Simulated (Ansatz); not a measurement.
## A strain series on Ga2O3 (C2/m): epitaxial in the xy plane

A 10-atom cell of Ga2O3 (C2/m) from a materials database, relaxed with r2SCAN in the PAW code Ansatz, then strained (epitaxial in the xy plane; changes of length per length, axes as in the cell below) with the atoms relaxed again within the symmetry that is left. The symmetry is C2/m (No. 12, monoclinic); conventional cell a = 12.255 Å, b = 3.039 Å, c = 5.808 Å, β = 103.8°, 10.50 Å³ an atom. Around Ga lie 6 O at 1.94–2.08 Å; around Ga lie 4 O at 1.83–1.87 Å; around O lie 3 Ga at 1.84–1.94 Å; around O lie 4 Ga at 1.87–2.08 Å; around O lie 3 Ga at 1.83–1.94 Å. (Simulation; spin polarisation is off.)

```
CELL_PARAMETERS angstrom
6.12741 -1.51956 -0.00261
6.12741 1.51956 -0.00261
-1.38364 0.00000 5.64108
ATOMIC_POSITIONS crystal
Ga 0.34126 0.34126 0.68555
Ga 0.65874 0.65874 0.31445
Ga 0.90949 0.90949 0.20523
Ga 0.09051 0.09051 0.79477
O 0.50370 0.50370 0.74375
O 0.49630 0.49630 0.25625
O 0.82666 0.82666 0.43647
O 0.17334 0.17334 0.56353
O 0.16421 0.16421 0.10913
O 0.83579 0.83579 0.89087
```

Gaps are the least over each mesh (PBE 8×8×4, r2SCAN 8×8×4, HSE06 6×6×4 when unstrained) and the special points, which keep their unstrained names; stress is the change from the unstrained cell, compression positive.

```tsv
strain (%)	free normal strain (%)	gap, PBE (eV)	gap, r2SCAN (eV)	gap, HSE06 (eV)	edges, HSE06	in-plane stress, r2SCAN (GPa)	energy rise, r2SCAN (meV/atom)
-3.0	+2.15	2.609	3.276	4.419	(0.438, -0.438, -1/2) → Γ	+10.16	20.5
-2.0	+1.36	2.543	3.207	4.357	(0.438, -0.443, -1/2) → Γ	+7.00	9.3
-1.0	+0.65	2.461	3.122	4.277	(0.443, -0.448, -1/2) → Γ	+3.55	2.3
0.0	0.00	2.367	3.023	4.180	(0.448, -0.458, -1/2) → Γ	0.00	0.0
+1.0	-0.60	2.245	2.898	4.040	Γ	-3.57	2.3
+2.0	-1.15	2.080	2.725	3.864	Γ	-7.05	9.3
+3.0	-1.66	1.905	2.542	3.677	Γ	-10.41	20.9
```

Between zero and the nearest strains the slope of the HSE06 gap against strain is -0.097 eV per percent for negative and -0.140 for positive strain.

Where an edge lies off the special points, it is a point of the mesh or the k point where a search put PBE's edge or least direct gap, reused for the other functionals, whose own edges may lie a little apart.

Coordinates of k points refer to the reciprocal vectors of the primitive cell of the runs.

The meshes of the hybrids are coarse, so their gaps aren't converged to the digits shown.
